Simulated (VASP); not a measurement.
# TaS2 (P-3m1) in VASP: notebook

The runs below take TaS2 through single point, relaxation of cell and atoms, with PBE, PBE+D3, PBE+D3(BJ), PBE+D4, PBE+rVV10.

Program: VASP 6.6.1. These are calculated values, not measurements. Logs are shortened: lines on timing, memory, paths and dates and some standing lists are left out, and cuts for length are marked.

### 1 The structure

Symmetry: P-3m1, No. 164, trigonal system. The conventional cell has a = 3.350 Å, b = 3.350 Å, c = 5.860 Å, α = 90.00°, β = 90.00°, γ = 120.00°. Ta (site symmetry -3m) has 6 S at 2.43 Å as nearest neighbours. S (site symmetry 3m) is surrounded by 3 Ta at 2.43 Å.

### 2 Single point, PBE

Contents of INCAR:

```
PREC = Accurate
ENCUT = 520
EDIFF = 1E-6
ISMEAR = 0
SIGMA = 0.028000000000000004
LREAL = False
LASPH = True
NELM = 80
ALGO = Normal
ISIF = 2
LWAVE = False
LCHARG = False
GGA = PE
```

Contents of KPOINTS:

```
regular mesh
0
Gamma
  9 9 5
```

Contents of POSCAR:

```
TaS2
1.0
    3.3500000000      0.0000000000      0.0000000000
   -1.6750000000      2.9011851027      0.0000000000
    0.0000000000      0.0000000000      5.8600000000
Ta S
1 2
Direct
    0.0000000000      0.0000000000      0.0000000000
    0.6666666667      0.3333333333      0.7500000000
    0.3333333333      0.6666666667      0.2500000000
```

Potentials or basis: VASP PAW PBE potentials, release 64 (Ta_pv, S).

Command:

```
cat potpaw_PBE.64/Ta_pv/POTCAR potpaw_PBE.64/S/POTCAR > POTCAR
mpirun -np 1 vasp_std > vasp.out
```

OUTCAR:

```text
PREC = Accurate
   ENCUT = 520
   EDIFF = 1E-6
   ISMEAR = 0
   LREAL = False
   LASPH = True
   NELM = 80
   ISIF = 2
   GGA = PE

 ion  position               nearest neighbor table
   1  0.000  0.000  0.000-   2 2.43   3 2.43   2 2.43   3 2.43   2 2.43   3 2.43
   2  0.667  0.333  0.750-   1 2.43   1 2.43   1 2.43
   3  0.333  0.667  0.250-   1 2.43   1 2.43   1 2.43

  LATTYP: Found a hexagonal cell.
 ALAT       =     3.3500000000
 C/A-ratio  =     1.7492537313

  Lattice vectors:

 A1 = (   3.3500000000,   0.0000000000,   0.0000000000)
 A2 = (  -1.6750000000,   2.9011851027,   0.0000000000)
 A3 = (   0.0000000000,   0.0000000000,   5.8600000000)

Analysis of symmetry for initial positions (statically):
=====================================================================
 Subroutine PRICEL returns:
 Original cell was already a primitive cell.

 Routine SETGRP: Setting up the symmetry group for a
 hexagonal supercell.

 Subroutine GETGRP returns: Found 12 space group operations
 (whereof 12 operations were pure point group operations)
 out of a pool of 24 trial point group operations.

The static configuration has the point symmetry D_3d.

Analysis of symmetry for dynamics (positions and initial velocities):
=====================================================================
 Subroutine PRICEL returns:
 Original cell was already a primitive cell.

 Routine SETGRP: Setting up the symmetry group for a
 hexagonal supercell.

 Subroutine GETGRP returns: Found 12 space group operations
 (whereof 12 operations were pure point group operations)
 out of a pool of 24 trial point group operations.

The dynamic configuration has the point symmetry D_3d.

 Subroutine INISYM returns: Found 12 space group operations
 (whereof 12 operations are pure point group operations),
 and found     1 'primitive' translations

----------------------------------------------------------------------------------------

                                     Primitive cell

  volume of cell :      56.9532

  direct lattice vectors                    reciprocal lattice vectors
     3.350000000  0.000000000  0.000000000     0.298507463  0.172343364  0.000000000
    -1.675000000  2.901185103  0.000000000     0.000000000  0.344686728  0.000000000
     0.000000000  0.000000000  5.860000000     0.000000000  0.000000000  0.170648464

  length of vectors
     3.350000000  3.350000000  5.860000000     0.344686728  0.344686728  0.170648464

  position of ions in fractional coordinates (direct lattice)
     0.000000000  0.000000000  0.000000000
     0.666666667  0.333333333  0.750000000
[... 95 lines left out ...]
   EFERMI_NEDOS =   21; number of points for ismear=-14 and -15
   IALGO  =     38    algorithm
   IMIX   =      4    mixing-type and parameters
     AMIX     =   0.40;   BMIX     =  1.00
     AMIX_MAG =   1.60;   BMIX_MAG =  1.00
  volume/ion in A,a.u.               =      18.98       128.11
  Fermi-wavevector in a.u.,A,eV,Ry     =   1.210073  2.286706 19.922686  1.464276
  Thomas-Fermi vector in A             =   2.345631
   LORBIT       =      0    0 simple, 1 ext, 2 COOP (PROOUT), +10 PAW based schemes
   GGA     = PE    functional components
   LHFCALC =     F    Hartree Fock is set to
   AEXX    =    0.0000 exact exchange contribution
   IVDW    =     0    specifies the selected vdW correction
   LEPSILON=     F    determine dielectric tensor
   LRPA    =     F    only Hartree local field effects (RPA)
 non-spin polarized calculation
 Gauss-broadening in eV      SIGMA  =   0.03
  energy-cutoff  :      520.00
  volume of cell :       56.95
 maximum number of plane-waves:      1569
 NGX is ok and might be reduce to    28
   NGX = 13   NGY = 13   NGZ = 21

 number of electron      22.9999999 magnetization

 Free energy of the ion-electron system (eV)
  ---------------------------------------------------
  ext. energy  EPLUGINS =         0.00000000
  ---------------------------------------------------
  free energy    TOTEN  =       -23.01291193 eV

  energy without entropy =      -23.01186083  energy(sigma->0) =      -23.01238638

 E-fermi :   5.6693     XC(G=0): -10.5171

 val. band max:        5.6637437102   @ k =   0.2222   0.1111   0.0000
 cond. band min:       5.6726999454   @ k =   0.0000   0.0000   0.4000
 fundamental gap:      0.0089562352
 Fermi energy:         5.6692547784

 k-point     1 :       0.0000    0.0000    0.0000
  band No.  band energies     occupation
      1     -29.6002      2.00000
      2     -29.5789      2.00000
      3     -29.5789      2.00000
      4      -9.4863      2.00000
      5      -7.4016      2.00000
      6      -1.3253      2.00000
      7       1.4000      2.00000
      8       1.4000      2.00000
      9       4.3254      2.00000
     10       4.8735      2.00000
     11       4.8735      2.00000
     12       5.6988      0.13522
     13       5.6988      0.13522
     14       5.9507      0.00000
[... 401 lines left out ...]
      2     -29.6345      2.00000
      3     -29.5620      2.00000
      4      -8.2946      2.00000
      5      -7.4793      2.00000
      6      -0.2248      2.00000
      7       0.6380      2.00000
      8       0.9710      2.00000
      9       1.7516      2.00000
     10       2.7921      2.00000
     11       3.8067      2.00000
     12       5.4811      2.00000
     13       7.1340      0.00000
     14       8.1886      0.00000
     15       9.2411      0.00000

 [... further k-points ...]

------------------------ aborting loop because EDIFF is reached ----------------------------------------

  FORCE on cell =-STRESS in cart. coord.  units (eV):
  Direction    XX          YY          ZZ          XY          YZ          ZX
  --------------------------------------------------------------------------------------
  -------------------------------------------------------------------------------------
  Total        2.6459992      2.6459992      4.4611639      0.0000000      0.0000000      0.0000000
  in kB       74.4358961     74.4358961    125.4991826      0.0000000      0.0000000      0.0000000
  external PRESSURE =      91.4569916 kB  Pullay stress =       0.0000000 kB

 VOLUME and BASIS-vectors are now :
 -----------------------------------------------------------------------------
  energy-cutoff  :      520.00
  volume of cell :       56.95
      direct lattice vectors                 reciprocal lattice vectors
     3.350000000  0.000000000  0.000000000     0.298507463  0.172343364  0.000000000
    -1.675000000  2.901185103  0.000000000     0.000000000  0.344686728  0.000000000
     0.000000000  0.000000000  5.860000000     0.000000000  0.000000000  0.170648464

 POSITION                                       TOTAL-FORCE (eV/Angst)
 -----------------------------------------------------------------------------------
      0.00000      0.00000      0.00000        -0.000000      0.000000      0.000000
      1.67500      0.96706      4.39500         0.000000      0.000000     -1.259829
     -0.00000      1.93412      1.46500        -0.000000      0.000000      1.259829
 -----------------------------------------------------------------------------------
    total drift:                               -0.000000     -0.000000     -0.000000

  FREE ENERGIE OF THE ION-ELECTRON SYSTEM (eV)
  ---------------------------------------------------
  free  energy   TOTEN  =       -23.0129119303 eV

  energy  without entropy=      -23.0118608274  energy(sigma->0) =      -23.01238638
```

OSZICAR:

```text
N       E                     dE             d eps       ncg     rms          rms(c)
DAV:   1     0.155384796991E+03    0.15538E+03   -0.11880E+04  1500   0.139E+03
DAV:   2    -0.173664226424E+02   -0.17275E+03   -0.17075E+03  1885   0.327E+02
DAV:   3    -0.244647896723E+02   -0.70984E+01   -0.69989E+01  2004   0.632E+01
DAV:   4    -0.245522234377E+02   -0.87434E-01   -0.87393E-01  2004   0.775E+00
DAV:   5    -0.245538158409E+02   -0.15924E-02   -0.15922E-02  2081   0.996E-01    0.209E+01
DAV:   6    -0.231268592701E+02    0.14270E+01   -0.67300E+00  1724   0.174E+01    0.113E+01
DAV:   7    -0.230225626126E+02    0.10430E+00   -0.70951E-01  1829   0.539E+00    0.448E+00
DAV:   8    -0.230153758439E+02    0.71868E-02   -0.12824E-01  1969   0.252E+00    0.103E+00
DAV:   9    -0.230129080602E+02    0.24678E-02   -0.96090E-03  1920   0.748E-01    0.388E-01
DAV:  10    -0.230128531434E+02    0.54917E-04   -0.26366E-03  2053   0.346E-01    0.817E-02
DAV:  11    -0.230128853914E+02   -0.32248E-04   -0.14730E-04  2004   0.835E-02    0.304E-02
DAV:  12    -0.230129124497E+02   -0.27058E-04   -0.49003E-05  1934   0.545E-02    0.173E-02
DAV:  13    -0.230129117730E+02    0.67674E-06   -0.10899E-05  2046   0.249E-02    0.742E-03
DAV:  14    -0.230129119303E+02   -0.15725E-06   -0.87507E-07  1254   0.724E-03
   1 F= -.23012912E+02 E0= -.23012386E+02  d E =-.105110E-02
```

stdout:

```text
POSCAR found type information on POSCAR TaS
 POSCAR found :  2 types and       3 ions
 scaLAPACK will be used
 LDA part: xc-table for (Slater+PW92), standard interpolation
 POSCAR, INCAR and KPOINTS ok, starting setup
 FFT: planning ... GRIDC
 FFT: planning ... GRID_SOFT
 FFT: planning ... GRID
 WAVECAR not read
 entering main loop
```

Wall time 30 s (1 thread of Intel Xeon Platinum 8488C (Sapphire Rapids), shared host); peak memory 0.2 GiB.

Results:

```
Free energy            : -23.0129 eV
Pressure               : 9.1 GPa
Largest force          : 1.260 eV/Å
Band gap on the k mesh : none (metal or under the smearing width)
```

Forces on the atoms (eV/Å):
```
Ta   0.000  0.000  0.000
S    0.000  0.000 -1.260
S    0.000  0.000  1.260
```

Stress tensor (GPa, compression positive):
```
 7.44  0.00  0.00
 0.00  7.44  0.00
 0.00  0.00 12.55
```

Levels at points of the mesh, in eV from the Fermi level:
```csv
k point,band 9,band 10,band 11,band 12,band 13,band 14
"(0.00, 0.00, 0.00)",-1.34,-0.80,-0.80,0.03,0.03,0.28
```

Caveat: this functional lacks dispersion, which binds the layers, so the pressure and a relaxed spacing across them are unreliable; forces of over 1 eV/Å show positions far from the minimum, so gaps and moduli don't describe the material at rest. Spin-orbit coupling is left out, which matters for the levels of Ta.

### 3 Relaxation of cell and atoms, PBE+D3

Contents of INCAR:

```
SYSTEM = TaS2
ALGO     = Normal         ! electronic algorithm
EDIFF    = 1E-7           ! SCF threshold, eV
EDIFFG   = -0.01          ! ionic threshold
ENCUT    = 600            ! plane-wave cutoff, eV
GGA      = PE             ! functional
IBRION   = 2              ! ionic algorithm
ISIF     = 3              ! what is computed and relaxed
ISMEAR   = -1             ! smearing method
IVDW     = 11             ! dispersion correction
LASPH    = .TRUE.         ! aspherical terms in the spheres
LCHARG   = .FALSE.        ! write CHGCAR
LREAL    = .FALSE.        ! projectors in reciprocal space
LWAVE    = .FALSE.        ! write WAVECAR
NELM     = 60             ! most SCF steps
NSW      = 40             ! ionic steps
PREC     = Accurate       ! precision mode
SIGMA    = 0.05           ! smearing width, eV
```

Contents of KPOINTS:

```
k-points
0
G
  9 9 5
  0 0 0
```

POSCAR is that of step 2.

Potentials or basis: VASP PAW PBE potentials, release 64 (Ta_pv, S).

Command:

```
cat potpaw_PBE.64/Ta_pv/POTCAR potpaw_PBE.64/S/POTCAR > POTCAR
mpirun -np 1 vasp_std > vasp.out
```

It took 5 min on 1 thread of Intel Xeon Platinum 8488C (Sapphire Rapids), shared host; peak memory 0.23 GiB.

Results (log left out):

| Quantity | Value |
| --- | --- |
| Free energy | -23.8852 eV |
| Relaxed volume | 19.26 Å³/atom |
| Relaxed cell | a = 3.354 Å, b = 3.354 Å, c = 5.932 Å, α = 90.00°, β = 90.00°, γ = 120.00° |
| Space group after relaxing (to 0.05 Å) | P-3m1 (No. 164) |
| Energy gained by relaxing | 31.2 meV/atom |
| Ionic steps | 18 |
| Pressure after relaxing | 0.0 GPa |
| Largest force after relaxing | 0.008 eV/Å |
| Band gap on the k mesh | none (metal or under the smearing width) |
| Dispersion energy per atom | -0.254 eV |

Forces in eV/Å, atoms in the order of the input:
```
Ta   0.000  0.000  0.000
S    0.000  0.000  0.008
S    0.000  0.000 -0.008
```

Step by step:
```csv
step,energy change (eV),largest force (eV/Å),pressure (GPa),volume (Å³)
1,0.0000,1.2762,7.18,56.95
2,0.1805,1.5720,-11.70,64.24
3,-0.0844,0.1086,-0.97,59.44
4,-0.0845,0.1466,-0.71,59.34
5,-0.0914,0.0626,-0.33,58.86
6,-0.0922,0.0238,-0.16,58.65
7,-0.0922,0.0215,-0.15,58.63
8,-0.0924,0.0555,0.11,58.47
9,-0.0924,0.0684,0.21,58.41
10,-0.0925,0.0655,0.20,58.39
11,-0.0928,0.0573,0.15,58.32
12,-0.0932,0.0409,0.06,58.19
13,-0.0935,0.0084,-0.11,57.92
14,-0.0935,0.0117,-0.09,57.95
15,-0.0936,0.0110,-0.02,57.86
16,-0.0936,0.0105,0.04,57.79
17,-0.0936,0.0103,0.05,57.78
18,-0.0936,0.0082,-0.04,57.79
```

Final structure:
```
CELL_PARAMETERS angstrom
3.35416 0.00000 0.00000
-1.67708 2.90479 0.00000
0.00000 0.00000 5.93180
ATOMIC_POSITIONS crystal
Ta 0.00000 0.00000 0.00000
S 0.66667 0.33333 0.74055
S 0.33333 0.66667 0.25945
```

Levels at points of the mesh, in eV from the Fermi level:
```
           k point  band 9  band 10  band 11  band 12  band 13  band 14  band 15
(0.00, 0.00, 0.00)   -1.27    -0.62    -0.62     0.06     0.20     0.20     3.78
```

Spin-orbit coupling is left out, which matters for the levels of Ta. Zero-point motion and thermal expansion aren't in these numbers.

### 4 Relaxation of cell and atoms, PBE+D3(BJ)

Contents of INCAR:

```
ALGO = Fast ; EDIFF = 1E-6
EDIFFG = -0.01 ; ENCUT = 600
GGA = PE ; IBRION = 2
ISIF = 3 ; ISMEAR = -1
IVDW = 12 ; LASPH = T
LCHARG = F ; LREAL = F
LWAVE = F ; NELM = 100
NSW = 40 ; PREC = Accurate
SIGMA = 0.05
```

Contents of KPOINTS:

```
k-points
0
Gamma
  9 9 5
```

POSCAR is that of step 3.

Command:

```
cat potpaw_PBE.64/Ta_pv/POTCAR potpaw_PBE.64/S/POTCAR > POTCAR
mpirun -np 1 vasp_std > vasp.out
```

It took 4.9 min on 1 thread of Intel Xeon Platinum 8488C (Sapphire Rapids), shared host; peak memory 0.23 GiB.

Results (log left out):

```
Free energy                            : -24.3577 eV
Relaxed volume                         : 18.54 Å³/atom
Relaxed cell                           : a = 3.329 Å, b = 3.329 Å, c = 5.793 Å, α = 90.00°, β = 90.00°, γ = 120.00°
Space group after relaxing (to 0.05 Å) : P-3m1 (No. 164)
Energy gained by relaxing              : 31.8 meV/atom
Ionic steps                            : 18
Pressure after relaxing                : 0.0 GPa
Band gap on the k mesh                 : none (metal or under the smearing width)
Dispersion energy per atom             : -0.425 eV
```

Forces on the atoms (eV/Å):
```
Ta   0.000  0.000  0.000
S    0.000  0.000  0.002
S    0.000  0.000 -0.002
```

Step by step:
| step | energy change (eV) | largest force (eV/Å) | pressure (GPa) | volume (Å³) |
| --- | --- | --- | --- | --- |
| 1 | 0.0000 | 1.2595 | 5.50 | 56.95 |
| 2 | 0.1142 | 1.2543 | -10.57 | 62.49 |
| 3 | -0.0670 | 0.2084 | -1.53 | 58.95 |
| 4 | -0.0670 | 0.2387 | -1.31 | 58.89 |
| 5 | -0.0817 | 0.1360 | -0.63 | 58.03 |
| 6 | -0.0836 | 0.0832 | -0.26 | 57.59 |
| 7 | -0.0860 | 0.1234 | 0.09 | 57.25 |
| 8 | -0.0895 | 0.2476 | 1.23 | 56.24 |
| 9 | -0.0902 | 0.2346 | 1.13 | 56.21 |
| 10 | -0.0920 | 0.1886 | 0.86 | 56.12 |
| 11 | -0.0945 | 0.1015 | 0.35 | 55.94 |
| 12 | -0.0940 | 0.0738 | -0.63 | 55.58 |
| 13 | -0.0951 | 0.0256 | -0.08 | 55.78 |
| 14 | -0.0951 | 0.0229 | -0.11 | 55.77 |
| 15 | -0.0952 | 0.0170 | -0.10 | 55.75 |
| 16 | -0.0953 | 0.0071 | -0.06 | 55.68 |
| 17 | -0.0953 | 0.0131 | 0.03 | 55.54 |
| 18 | -0.0953 | 0.0020 | -0.01 | 55.61 |

Final structure:
```
Ta S
1.0
     3.32937    0.00000    0.00000
    -1.66468    2.88332    0.00000
     0.00000    0.00000    5.79278
Ta S
1 2
Direct
  0.00000 0.00000 0.00000
  0.66667 0.33333 0.73329
  0.33333 0.66667 0.26671
```

Levels at points of the mesh, in eV from the Fermi level:
```
           k point  band 8  band 9  band 10  band 11  band 12  band 13  band 14  band 15
(0.00, 0.00, 0.00)   -3.76   -1.07    -0.55    -0.55    -0.01     0.24     0.24     3.73
```

(Continued in part 2 of 2.)
